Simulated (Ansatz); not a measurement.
Crystal: BaS.

```
Ba S
1.0
     0.00000    3.19375    3.19375
     3.19375    0.00000    3.19375
     3.19375    3.19375    0.00000
Ba S
1 1
Direct
  0.00000 0.00000 0.00000
  0.50000 0.50000 0.50000
```

* Program: Ansatz 0.2.0
* Task: single point
* Functional: PBE
* Potentials or basis: Ansatz PAW
* Cutoff: 420 eV (not typed: the program's choice for these potentials)
* k mesh: 7 × 7 × 7
* Occupations: fermi-dirac, width 0.05 eV
* Spin: no spin polarisation

On this cell: pressure 0.8 GPa; largest force zero by symmetry; band gap on the k mesh 2.26 eV, indirect (least direct gap 2.38 eV).

The same run follows on a disturbed copy (atoms moved at random, drawn with an rms of 0.05 Å):

```
Ba S
1.0
     0.00000    3.19375    3.19375
     3.19375    0.00000    3.19375
     3.19375    3.19375    0.00000
Ba S
1 1
Cartesian
  0.0507 0.0179 0.0272
  3.1873 3.2046 3.1984
```

Task: What does the disturbed cell give?

Result: The energy moves by +1.8 meV/atom; pressure 0.9 GPa; largest force 0.120 eV/Å; band gap on the k mesh 2.27 eV, indirect (least direct gap 2.38 eV).

Forces in eV/Å, atoms in the order of the input:
```
Ba  -0.111 -0.014 -0.043
S    0.111  0.014  0.043
```

Stress tensor (GPa, compression positive):
```
 0.96  0.00 -0.01
 0.00  0.82  0.00
-0.01  0.00  0.84
```

Caveats: odd divisions of the mesh miss points on the zone boundary, where band edges often lie, so the gap on the mesh can be too wide; spin-orbit coupling is left out, which moves the levels of the heavy elements.

A k mesh can miss the band edges.
